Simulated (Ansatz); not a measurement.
**NaH: how the settings move a single-point run**

Aim: see which settings change the result for NaH, by how much, and at what cost. The cell is built on a prototype (h-MgO type) and needn't be the phase found in nature.

Method: reference: DFT, HSE06, plane waves, PAW, in Ansatz 0.2.0.

1 further run of the same task is left out (it didn't finish).

## (1) Starting point

It takes space group P6_3/mmc (No. 194, hexagonal). Conventional cell: a = 3.953 Å, b = 3.953 Å, c = 4.828 Å, α = 90.00°, β = 90.00°, γ = 120.00°. Around Na (site symmetry -6m2) lie 5 H at 2.28 to 2.41 Å. Around H (site symmetry -6m2) lie 5 Na at 2.28 to 2.41 Å.

Coordinates:

```cif
data_structure
_symmetry_space_group_name_H-M 'P 1'
_symmetry_Int_Tables_number 1
_cell_length_a 3.9533
_cell_length_b 3.9533
_cell_length_c 4.8283
_cell_angle_alpha 90.000
_cell_angle_beta 90.000
_cell_angle_gamma 120.000
_cell_volume 65.35
loop_
_atom_site_label
_atom_site_type_symbol
_atom_site_fract_x
_atom_site_fract_y
_atom_site_fract_z
_atom_site_occupancy
Na1 Na 0.33333 0.66667 0.25000 1
Na2 Na 0.66667 0.33333 0.75000 1
H1 H 0.66667 0.33333 0.25000 1
H2 H 0.33333 0.66667 0.75000 1
```

## (2) The reference run

input.yaml reads:

```yaml
crystal:
  lattice:
    - [3.9533072863, 0.0, 0.0]
    - [-1.9766536431, 3.4236645389, 0.0]
    - [0.0, 0.0, 4.8283237758]
  atoms:
    - { symbol: Na, position: [0.3333333333, 0.6666666667, 0.25] }
    - { symbol: Na, position: [0.6666666667, 0.3333333333, 0.75] }
    - { symbol: H, position: [0.6666666667, 0.3333333333, 0.25] }
    - { symbol: H, position: [0.3333333333, 0.6666666667, 0.75] }
kpoints:
  mp_grid: { grid: [6, 6, 2] }
hamiltonian:
  xc: hse06
scf:
  occupations: { method: fixed }
  n_extra_bands: 5
output:
  forces: true
  stress: true
  eigenvalues: true
```

On the command line:

```
$ ansatz run input.yaml --threads 4 --pin off --max-ram 3686MiB --backend cpu --events-out ev --progress --plain --runs-dir out
```

## (3) Changed: exchange pbe, correlation pbe, coeff 0.05, omega 0.2078

Edit input.yaml of step 2 so:

```diff
@@ -13,3 +13,6 @@
 hamiltonian:
-  xc: hse06
+  xc:
+    exchange: pbe
+    correlation: pbe
+    exx: { coeff: 0.05, omega: 0.2078 }
 scf:
```

## (4) Changing settings: exchange pbe, correlation pbe, coeff 0.2, omega 0.5

Edit input.yaml of step 2 so:

```diff
@@ -13,3 +13,3 @@
 hamiltonian:
-  xc: hse06
+  xc: { exchange: pbe, correlation: pbe, exx: { coeff: 0.2, omega: 0.5 } }
 scf:
```

## (5) Variant: occupations.method fermi_dirac, occupations.width 0.001

Edit input.yaml of step 2 so:

```diff
@@ -15,3 +15,3 @@
 scf:
-  occupations: { method: fixed }
+  occupations: { method: fermi_dirac, width: 0.001 }
   n_extra_bands: 5
```

**Question.** What will these runs give? Wanted: for each run, ending; energy change; pressure; gap; force.

As calculated:

| run | ending | energy change | pressure (GPa) | gap (eV) | force (eV/Å) | cycles | time |
| --- | --- | --- | --- | --- | --- | --- | --- |
| reference | converged | 0 | 0.1 | 4.27 | 0.00 | 11 | 10 s |
| 1: exchange pbe, correlation pbe, coeff 0.05, omega 0.2078 | converged | not comparable | 0.3 | 3.51 | 0.00 | 9 | 9.2 s |
| 2: exchange pbe, correlation pbe, coeff 0.2, omega 0.5 | converged | not comparable | 0.2 | 3.67 | 0.00 | 10 | 9.8 s |
| 3: occupations.method fermi_dirac, occupations.width 0.001 | converged | 0.0 meV/atom (σ→0) | 0.1 | 4.27 | 0.00 | 11 | 10 s |

Residual by cycle in the longest SCF loop of each run; runs are numbered as in the table. The quantity is the density residual dr2, in eV.

```csv
cycle,reference,run 1,run 2,run 3
1,0.00987,6.6e-4,0.00668,0.00988
2,7.9e-4,6.4e-5,3.7e-4,7.9e-4
3,2.0e-4,8.3e-6,7.7e-5,2.0e-4
4,1.3e-5,1.3e-6,8.1e-6,1.3e-5
5,8.1e-7,5.2e-8,9.6e-8,9.1e-7
```

«occupations.method fermi_dirac, occupations.width 0.001» leaves the energy as it was.
